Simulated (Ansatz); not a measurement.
# Ta (P6_3/mmc) in Ansatz: further runs

The runs below take Ta through single point, equation of state, with PBEsol.

Program: Ansatz 0.2.0. These are calculated values, not measurements. Logs are shortened: lines on timing, memory, paths and dates and some standing lists are left out, and cuts for length are marked.

### 1 The crystal as given

It takes space group P6_3/mmc (No. 194, hexagonal). The conventional cell has a = 2.900 Å, b = 2.900 Å, c = 5.166 Å, α = 90.00°, β = 90.00°, γ = 120.00°. Ta (site symmetry -6m2) has 12 Ta at 2.90 to 3.08 Å as nearest neighbours.

This isn't the form of Ta at room conditions, which is bcc.

### 2 Single point, PBEsol, 17.69 Å³/atom (volume scaled by 0.94)

input.yaml

```yaml
crystal:
  lattice:
    - [2.8411641924, 0.0, 0.0]
    - [-1.4205820962, 2.460520367, 0.0]
    - [0.0, 0.0, 5.0608102442]
  atoms:
    - { symbol: Ta, position: [0.3333333333, 0.6666666667, 0.25] }
    - { symbol: Ta, position: [0.6666666667, 0.3333333333, 0.75] }
hamiltonian:
  xc: pbesol
  pseudopotentials: { kind: paw }
kpoints:
  mp_grid: { grid: [11, 11, 5] }
scf:
  occupations: { method: fermi_dirac, width: 0.05 }
output:
  forces: true
  stress: true
  eigenvalues: true
```

Potentials or basis: Ansatz PAW.

On the command line:

```sh
$ ansatz run input.yaml --threads 2 --pin off --max-ram 5632MiB --backend cpu --events-out ev --progress --plain --runs-dir out
```

Standard output:

```text
Warning: RAYON_NUM_THREADS=2 ignored (pool sized by the plan → 2); use --threads N
Engine: ansatz 0.2.0, x86_64-unknown-linux-gnu
Pseudopotentials: kind: paw
Pseudopotential: Ta, paw, valence charge 13, recommended cutoff 420 eV (normal), Ta.paw.azcp
Functional definition: PBEsol
  exchange = pbesol_x
  correlation = pbesol_c
Crystal: 2 atoms, lattice volume = 35.379 Å³
Basis set: ecut = 420 eV, 701 PW (Γ), exchange–correlation on 40×40×72 points (8 copies of the dense FFT grid, shifted against one another)
Bands: 17, of which v1, the nominal top of the filled ones, is band 13 counted from 1 (12 counted from 0)
Symmetry: 24 space group operations
Space group: P63/mmc (ITA 194), of the structure as read, at distance tolerance 3.3e-5 Å
k-points: 48 of 605
Non-local potential: Ta, projectors of the file, l = 0: 3, l = 1: 2, l = 2: 2, l = 3: 1
PAW form: soft (Blöchl's): semilocal exchange-correlation on the pseudo side does not see the compensation charge
PAW frozen core: Ta, regenerated for the run's functional, and the local potential with it (the file was generated under x = pbe(κ = 0.804, μ = 0.2195149727645171), c = pbe(β = 0.06672455060314922))
PAW one-centre angular grid: Ta, 590 points (default); XC on 64 Gauss nodes
Initial density: superposition of atomic densities (neutral atoms: chi_scale 0, normalization atom), corrected by the library's trained network
Initial wavefunctions: pseudopotential atomic-orbital guess
Functional: x = pbesol(κ = 0.804, μ = 0.12345679012345678), c = pbesol(β = 0.046)
SCF iter   1: F=—  HF=-19612.420751 eV  |F-HF|=—  |Δ(HF+E_count)|=         —  Δρ=6.72e-3  dr2=1.17e-2  ethr=1.77e-3  ⟨swp⟩=5.6  Hψ=3726  notcnv=0
preconditioner: auto → Kerker (q_TF=auto, 2.592 Å⁻¹)  [metal: Δε(μ)=0.036 eV  Ē_g=4.809 eV  σ=0.050 eV  W_gap=0.18  n_scr=10 (ndim 8)  ℏωp=19.7 eV  f_vac=0.000  D(μ)=1.92/eV (n_scr^D=22)]
SCF iter   2: F=—  HF=-19612.418298 eV  |F-HF|=—  |Δ(HF+E_count)|=   2.45e-3  Δρ=4.15e-3  dr2=5.10e-3  ethr=4.51e-5  ⟨swp⟩=1.3  Hψ=1242  notcnv=0
SCF iter   3: F=—  HF=-19612.416681 eV  |F-HF|=—  |Δ(HF+E_count)|=   1.62e-3  Δρ=4.55e-4  dr2=3.51e-5  ethr=1.96e-5  ⟨swp⟩=2.0  Hψ=1014  notcnv=0
SCF iter   4: F=—  HF=-19612.416684 eV  |F-HF|=—  |Δ(HF+E_count)|=   3.39e-6  Δρ=1.16e-4  dr2=1.97e-6  ethr=1.35e-7  ⟨swp⟩=2.5  Hψ=1432  notcnv=0
iter 5 did not close the SCF: its close was put off for the readings that it lacked (scf_convergence_deferred on its scf_iter line)
SCF iter   5: F=-19612.416684 eV  HF=-19612.416684 eV  |F-HF|=1.66e-8  |Δ(HF+E_count)|=   5.39e-8  Δρ=1.87e-5  dr2=6.19e-8  ethr=7.56e-9  ⟨swp⟩=1.2  Hψ=833  notcnv=0
SCF iter   6: F=-19612.416684 eV  HF=-19612.416684 eV  |F-HF|=9.57e-10  |Δ(HF+E_count)|=   1.05e-8  Δρ=3.45e-6  dr2=2.39e-9  ethr=2.38e-10  ⟨swp⟩=2.6  Hψ=2707  notcnv=0
SCF 1 converged in 6 iterations: F = -19612.416684 eV  dr2 = 2.39e-9
SCF converged after 6 iterations
Free energy (F): -19612.416684 eV
Harris-Foulkes:  -19612.416684 eV  (|F-HF|=9.57e-10)
Internal energy: -19612.400789 eV  (E = F + TS)
E sigma→0 (E₀):  -19612.408736 eV
Entropy (-TS):   -0.015895 eV (-7.947 meV/atom)
Fermi energy:    19.313292 eV
--- Per-component energies (eV) ---
  E_band       = -198.992739
  E_kinetic    = 734.386168
  E_local      = -1087.276815  (includes V_loc(G=0)·N_el)
  E_nonlocal   = 35.882057
  E_hartree    = 378.451102
  E_xc         = -434.474883
  E_vxc        = -408.288604  (∫ρ·V_xc dr)
  E_paw        = -16545.379372  (= ΣΔE_a)
  E_vpaw       = -230.597435  (= ΣTr[D̂ρ^β])
  E_aug_tail   = 0.000273  (compensation charges beyond the density's cutoff)
  E_ewald      = -2694.416611
  E_core_change = 0.427293  (= ΣΔE_core)
  E_smearing   = -0.015895  (= −TS)
  E_closure    = 0.000000  (closes the sum)
  Σ components = -19612.416684   (vs F -19612.416684, Δ=0.00e0)
--- Forces (eV/Å), atoms counted from 1 ---
  atom   1  Ta    -0.00000000     0.00000000     0.00000000
  atom   2  Ta     0.00000000    -0.00000000    -0.00000000
  max |Σ_I F_I| component: 1.39e-17 eV/Å
--- Stress (GPa, compression-positive) ---
        4.709425       0.000000      -0.000000
        0.000000       4.709425       0.000000
       -0.000000       0.000000       5.299637
  P = ⅓ Tr σ = 4.9062 GPa (49.062 kbar)
--- Band table (eV; the first three rows and the last of 48) ---
  k-point 0: bands = ["-48.0944", "-48.0155", "-15.1743", "-14.1617", "-14.0366", "-14.0366", "-13.9367", "-13.9367", "10.8840", "14.1787", "18.6373", "19.3657", "19.8725", "19.8725", "20.4876", "20.4876", "22.4363"]
  k-point 1: bands = ["-48.0869", "-48.0231", "-15.0834", "-14.2648", "-14.0272", "-14.0272", "-13.9463", "-13.9463", "11.2524", "14.0220", "18.4590", "18.7997", "19.8313", "19.8313", "20.3394", "20.3394", "22.7922"]
  k-point 2: bands = ["-48.0673", "-48.0429", "-14.8400", "-14.5277", "-14.0023", "-14.0023", "-13.9714", "-13.9714", "12.2237", "13.3532", "18.1104", "18.1198", "19.8499", "19.8499", "20.0481", "20.0481", "23.5960"]
  k-point 47: bands = ["-47.9318", "-47.9293", "-15.0554", "-15.0271", "-14.8042", "-14.7431", "-14.3513", "-14.3239", "16.2055", "16.5783", "17.4233", "17.4554", "18.5530", "18.8160", "20.7467", "21.4221", "24.5870"]
```

Run time: 5.2 s. Hardware: 2 threads of Intel Xeon at 2.50GHz (Skylake/Cascade Lake), shared host; peak memory 0.32 GiB.

Results:

```
Free energy            : -19612.4167 eV
Pressure               : 4.9 GPa
Band gap on the k mesh : none (metal or under the smearing width)
```

Caveat: the PAW data sets come from PBE, with cores solved anew for the run's functional, which leaves a small shift of forces and pressure.

### 3 Single point, PBEsol, 18.07 Å³/atom (volume scaled by 0.96)

Changes to input.yaml since step 2:

```diff
@@ -2,5 +2,5 @@
   lattice:
-    - [2.8411641924, 0.0, 0.0]
-    - [-1.4205820962, 2.460520367, 0.0]
-    - [0.0, 0.0, 5.0608102442]
+    - [2.8611730502, 0.0, 0.0]
+    - [-1.4305865251, 2.4778485461, 0.0]
+    - [0.0, 0.0, 5.0964509272]
   atoms:
@@ -19 +19,5 @@
   eigenvalues: true
+  write_density: true
+  write_potential: true
+  elf: true
+  volumetric_format: npy
```

Potentials or basis: Ansatz PAW.

On the command line:

```sh
$ ansatz run input.yaml --threads 2 --pin off --max-ram 5632MiB --backend cpu --events-out ev --progress --plain --runs-dir out
```

Run time: 6.8 s. Hardware: 2 threads of Intel Xeon at 2.50GHz (Skylake/Cascade Lake), shared host; peak memory 0.33 GiB.

It converged, with:

```yaml
Free_energy: -19612.4290 eV
Pressure: 0.4 GPa
Band_gap_on_the_k_mesh: none (metal or under the smearing width)
```

Caveat: the PAW data sets come from PBE, with cores solved anew for the run's functional, which leaves a small shift of forces and pressure.

### 4 Single point, PBEsol, 18.44 Å³/atom (volume scaled by 0.98)

Changes to input.yaml since step 3:

```diff
@@ -2,5 +2,5 @@
   lattice:
-    - [2.8611730502, 0.0, 0.0]
-    - [-1.4305865251, 2.4778485461, 0.0]
-    - [0.0, 0.0, 5.0964509272]
+    - [2.8809059017, 0.0, 0.0]
+    - [-1.4404529508, 2.4949376968, 0.0]
+    - [0.0, 0.0, 5.1315999754]
   atoms:
@@ -19,5 +19 @@
   eigenvalues: true
-  write_density: true
-  write_potential: true
-  elf: true
-  volumetric_format: npy
```

On the command line:

```sh
$ ansatz run input.yaml --threads 2 --pin off --max-ram 5632MiB --backend cpu --events-out ev --progress --plain --runs-dir out
```

It took 5.9 s on 2 threads of Intel Xeon at 2.50GHz (Skylake/Cascade Lake), shared host; peak memory 0.33 GiB.

It converged, with:

```
Free energy            : -19612.4212 eV
Pressure               : -3.7 GPa
Band gap on the k mesh : none (metal or under the smearing width)
```

Caveat: the PAW data sets come from PBE, with cores solved anew for the run's functional, which leaves a small shift of forces and pressure.

### 5 Single point, PBEsol, 18.82 Å³/atom

Changes to input.yaml since step 4:

```diff
@@ -2,5 +2,5 @@
   lattice:
-    - [2.8809059017, 0.0, 0.0]
-    - [-1.4404529508, 2.4949376968, 0.0]
-    - [0.0, 0.0, 5.1315999754]
+    - [2.9003720726, 0.0, 0.0]
+    - [-1.4501860363, 2.5117958953, 0.0]
+    - [0.0, 0.0, 5.166274]
   atoms:
```

On the command line:

```sh
$ ansatz run input.yaml --threads 2 --pin off --max-ram 5632MiB --backend cpu --events-out ev --progress --plain --runs-dir out
```

Wall time 5.9 s (2 threads of Intel Xeon at 2.50GHz (Skylake/Cascade Lake), shared host); peak memory 0.33 GiB.

It converged, with:

```yaml
Free_energy: -19612.3952 eV
Pressure: -7.3 GPa
Band_gap_on_the_k_mesh: none (metal or under the smearing width)
```

Caveat: the PAW data sets come from PBE, with cores solved anew for the run's functional, which leaves a small shift of forces and pressure.

### 6 Single point, PBEsol, 19.19 Å³/atom (volume scaled by 1.02)

Changes to input.yaml since step 5:

```diff
@@ -2,5 +2,5 @@
   lattice:
-    - [2.9003720726, 0.0, 0.0]
-    - [-1.4501860363, 2.5117958953, 0.0]
-    - [0.0, 0.0, 5.166274]
+    - [2.9195803945, 0.0, 0.0]
+    - [-1.4597901972, 2.52843079, 0.0]
+    - [0.0, 0.0, 5.2004887322]
   atoms:
@@ -19 +19,5 @@
   eigenvalues: true
+  write_density: true
+  write_potential: true
+  elf: true
+  volumetric_format: npy
```

Potentials or basis: Ansatz PAW.

On the command line:

```sh
$ ansatz run input.yaml --threads 2 --pin off --max-ram 5632MiB --backend cpu --events-out ev --progress --plain --runs-dir out
```

Run time: 6 s. Hardware: 2 threads of Intel Xeon at 2.50GHz (Skylake/Cascade Lake), shared host; peak memory 0.33 GiB.

The run converged. Its results:

| Item | Value |
| --- | --- |
| Free energy | -19612.3529 eV |
| Pressure | -10.6 GPa |
| Band gap on the k mesh | none (metal or under the smearing width) |

Caveat: the PAW data sets come from PBE, with cores solved anew for the run's functional, which leaves a small shift of forces and pressure.

### 7 Single point, PBEsol, 19.57 Å³/atom (volume scaled by 1.04)

Changes to input.yaml since step 6:

```diff
@@ -2,5 +2,5 @@
   lattice:
-    - [2.9195803945, 0.0, 0.0]
-    - [-1.4597901972, 2.52843079, 0.0]
-    - [0.0, 0.0, 5.2004887322]
+    - [2.9385392399, 0.0, 0.0]
+    - [-1.46926962, 2.5448496318, 0.0]
+    - [0.0, 0.0, 5.2342590858]
   atoms:
```

On the command line:

```sh
$ ansatz run input.yaml --threads 2 --pin off --max-ram 5632MiB --backend cpu --events-out ev --progress --plain --runs-dir out
```

Wall time 6.6 s (2 threads of Intel Xeon at 2.50GHz (Skylake/Cascade Lake), shared host); peak memory 0.33 GiB.

Results (log left out):

- Free energy: -19612.2958 eV
- Pressure: -13.6 GPa
- Band gap on the k mesh: none (metal or under the smearing width)

Caveat: the PAW data sets come from PBE, with cores solved anew for the run's functional, which leaves a small shift of forces and pressure.

### 8 Single point, PBEsol, 19.95 Å³/atom (volume scaled by 1.06)

Changes to input.yaml since step 7:

```diff
@@ -2,5 +2,5 @@
   lattice:
-    - [2.9385392399, 0.0, 0.0]
-    - [-1.46926962, 2.5448496318, 0.0]
-    - [0.0, 0.0, 5.2342590858]
+    - [2.957256555, 0.0, 0.0]
+    - [-1.4786282775, 2.5610593022, 0.0]
+    - [0.0, 0.0, 5.2675992145]
   atoms:
```

On the command line:

```sh
$ ansatz run input.yaml --threads 2 --pin off --max-ram 5632MiB --backend cpu --events-out ev --progress --plain --runs-dir out
```

Run time: 7.3 s. Hardware: 2 threads of Intel Xeon at 2.50GHz (Skylake/Cascade Lake), shared host; peak memory 0.34 GiB.

The run converged. Its results:

| Item | Value |
| --- | --- |
| Free energy | -19612.2253 eV |
| Pressure | -16.3 GPa |
| Band gap on the k mesh | none (metal or under the smearing width) |

Caveat: the PAW data sets come from PBE, with cores solved anew for the run's functional, which leaves a small shift of forces and pressure.

### 9 Equation of state, PBEsol

Potentials or basis: Ansatz PAW.

No new run: the results of the series are fitted here.

What came out:

| Item | Value |
| --- | --- |
| Equilibrium volume | 18.10 Å³/atom |
| Bulk modulus at fixed shape and positions | 204 GPa |
| Pressure derivative of the bulk modulus | 3.9 |

Energy against volume, from the lowest point:
| volume (Å³/atom) | energy (meV/atom) |
| --- | --- |
| 17.689 | 6.15 |
| 18.066 | 0.00 |
| 18.442 | 3.91 |
| 18.819 | 16.87 |
| 19.195 | 38.04 |
| 19.571 | 66.60 |
| 19.948 | 101.83 |

Caveat: the cell was scaled at fixed shape and fractional positions, which overstates the stiffness of a crystal with free parameters, most of all of layers and chains. The run has no spin-orbit coupling, so splittings on Ta are missing.
